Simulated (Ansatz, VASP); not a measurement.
One calculation of Au, two programs

```
Au
1.0
     2.85254    0.00000    0.00000
    -0.01313    2.85729    0.00000
    -1.15287   -1.20101    4.98881
Au
2
Direct
  0.67286 0.66596 0.27405
  0.32714 0.33404 0.72594
```

This isn't the form of Au at room conditions, which is fcc.

Alike in both runs: task single point; functional PBEsol; k mesh 10 × 10 × 6; occupations fermi-dirac, width 0.05 eV; no spin polarisation.

|  | VASP | Ansatz |
| --- | --- | --- |
| version | VASP 6.6.1 | Ansatz 0.2.0 |
| potentials or method | VASP PAW PBE potentials, release 64 (Au) | Ansatz PAW |
| plane-wave cutoff (eV) | 520 | 420 |
| valence electrons in the cell | 22 | 38 |

Ansatz gave:

```
gap on the k mesh at the Fermi level (eV)       : none
pressure (GPa)                                  : -11.5
largest component of the traceless stress (GPa) : 1.18
rms of the force components (eV/Å)              : 0.093
```

Task: Estimate VASP's values.

Result: gap on the k mesh at the Fermi level (eV): none; pressure (GPa): -11.6; largest component of the traceless stress (GPa): 1.16; rms of the force components (eV/Å): 0.095.

Atom by atom the forces differ by 0.002 eV/Å (rms over components). A gap of «none» marks a metal or a gap that the smearing closes. The two sets of potentials don't hold the same shells in valence.

Caveats: the PAW data sets were made with another functional, which shifts forces and pressure a little (VASP); the PAW data sets come from PBE, with cores solved anew for the run's functional, which leaves a small shift of forces and pressure (Ansatz). The runs have no spin-orbit coupling, so splittings on Au are missing.
